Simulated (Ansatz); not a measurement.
# MgS (Fm-3m): gap against strain (uniaxial along z, other directions held)

A 2-atom cell of MgS started from a crystallographic database, relaxed with r2SCAN in the plane-wave code Ansatz, then strained (uniaxial along z, other directions held; changes of length per length, axes as in the cell below) with the atoms relaxed again within the symmetry that is left. It is cubic, Fm-3m (No. 225); a = 5.203 Å in the conventional setting, 17.61 Å³ an atom. Mg is surrounded by 6 S at 2.60 Å; S is surrounded by 6 Mg at 2.60 Å. The values are computed, spin-unpolarised, and not measurements.

```
CELL_PARAMETERS angstrom
0.00000 2.60152 2.60152
2.60152 0.00000 2.60152
2.60152 2.60152 0.00000
ATOMIC_POSITIONS crystal
Mg 0.00000 0.00000 0.00000
S 0.50000 0.50000 0.50000
```

Gaps are the least over each mesh (PBE 8×8×8, r2SCAN 8×8×8, HSE06 6×6×6 when unstrained) and the special points, which keep their unstrained names; stress is the change from the unstrained cell, compression positive.

```tsv
strain (%)	gap, PBE (eV)	gap, r2SCAN (eV)	gap, HSE06 (eV)	edges, HSE06	stress along the strain, r2SCAN (GPa)	energy rise, r2SCAN (meV/atom)
-2.9	2.714	3.379	3.724	Γ → X	+5.23	7.9
-2.78	2.717	3.383	3.727	Γ → X	+4.98	7.2
0.0	2.790	3.463	3.804	Γ → X	0.00	0.0
+2.78	2.618	3.288	3.612	Γ → X	-3.56	5.7
+5.45	2.483	3.150	3.462	Γ → X	-5.96	19.9
```

Between zero and the nearest strains the slope of the HSE06 gap against strain is +0.027 eV per percent for negative and -0.069 for positive strain; it falls either way, as happens when edge states split or other valleys take over.

The meshes of the hybrids are coarse, so their gaps aren't converged to the digits shown.
